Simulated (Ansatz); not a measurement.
# CdS: the change of pressure and energy less free atoms with volume scale

Periodic Kohn-Sham DFT of a crystal at fixed atoms, scaled to volume_scale times the given cell; pressure positive in compression, energy less spherical unpolarised free atoms, largest_vzz the field gradient of largest size among the nuclei. The results are calculated, by Ansatz 0.2.0.

The cell before it is scaled or strained (space group F-43m, No. 216):
```
CdS
1.0
      0.0000     2.9430     2.9430
      2.9430     0.0000     2.9430
      2.9430     2.9430     0.0000
Cd S
1 1
Direct
  0.00000 0.00000 0.00000
  0.75000 0.75000 0.75000
```

Settings of every row: method all-electron LAPW; functional PBEsol; relativity scalar; k mesh 7x7x7; filling fermi-dirac; smearing width 0.02 eV; basis error target 0.5 meV/atom; nucleus gaussian.

Atom start moment: 0 on all atoms.

```
row  volume scale  V (Å³/atom)  pressure (GPa)  energy less free atoms (eV/atom)
  1          0.94       23.961           2.028                           -3.4032
  2          0.96        24.47            0.61                           -3.4073
  3          0.98        24.98          -0.653                           -3.4072
  4          0.99       25.235          -1.232                           -3.4057
  5             1       25.489          -1.778                           -3.4033
  6          1.01       25.745               ?                                 ?
  7          1.02           26           -2.78                            -3.396
  8          1.04        26.51          -3.673                           -3.3857
  9          1.06       27.019          -4.467                           -3.3727
```

Question: what pressure and energy less free atoms should row 6 give?

Worked fit of pressure. Take u = (V_r/V)^(2/3) − 1 with V_r = 25.362 Å³ an atom, which is twice the finite (Eulerian) strain; such expansions in the strain, on which the Birch-Murnaghan equation of state is built, carry the rest volume and the bulk modulus. The shown rows have u = 0.03861, 0.02416, 0.01017, 0.00335, -0.00332, -0.01643, -0.02908, -0.04131. Least squares give pressure = −1.5085 + 81.473 × u + 250.78 × u² + 294 × u³ GPa; a parabola predicts inner rows, each left out in turn, worse (root mean square 0.0047 against 0.0013 GPa). The rows lie off it by 0.000, 0.000, 0.001, 0.001, -0.002, 0.001, 0.000, 0.000. The pressure vanishes at u = 0.0175, or V = 24.71 Å³ an atom, and there the bulk modulus at fixed shape and fractions is B = −V dP/dV = (2/3)(1 + u) dP/du = 61.4 GPa. The withheld row has u = -0.00994, so the fit gives −1.5085 + 81.473 × (-0.00994) + 250.78 × (-0.00994)² + 294 × (-0.00994)³ = -2.294 GPa.

The calculation gave -2.294 GPa. The fit meets it to the printed digit.

Worked fit of energy less free atoms. Take u = (V_r/V)^(2/3) − 1 with V_r = 25.362 Å³ an atom, which is twice the finite (Eulerian) strain; such expansions in the strain, on which the Birch-Murnaghan equation of state is built, carry the rest volume and the bulk modulus. The shown rows have u = 0.03861, 0.02416, 0.01017, 0.00335, -0.00332, -0.01643, -0.02908, -0.04131. Least squares give energy less free atoms = −3.40461 − 0.3577 × u + 10.126 × u² + 2.1 × u³ eV/atom; a parabola predicts inner rows, each left out in turn, worse (root mean square 3.5e-05 against 1.1e-05 eV/atom). All shown rows lie on it to the printed digit. Its lowest point lies at u = 0.0176, or V = 24.71 Å³ an atom, and the curvature there gives the bulk modulus at fixed shape and fractions, B = (4/9)(1 + u)² E″(u)/V = 61.1 GPa. The withheld row has u = -0.00994, so the fit gives −3.40461 − 0.3577 × (-0.00994) + 10.126 × (-0.00994)² + 2.1 × (-0.00994)³ = -3.4001 eV/atom.

The calculation gave -3.4001 eV/atom. The fit meets it to the printed digit.
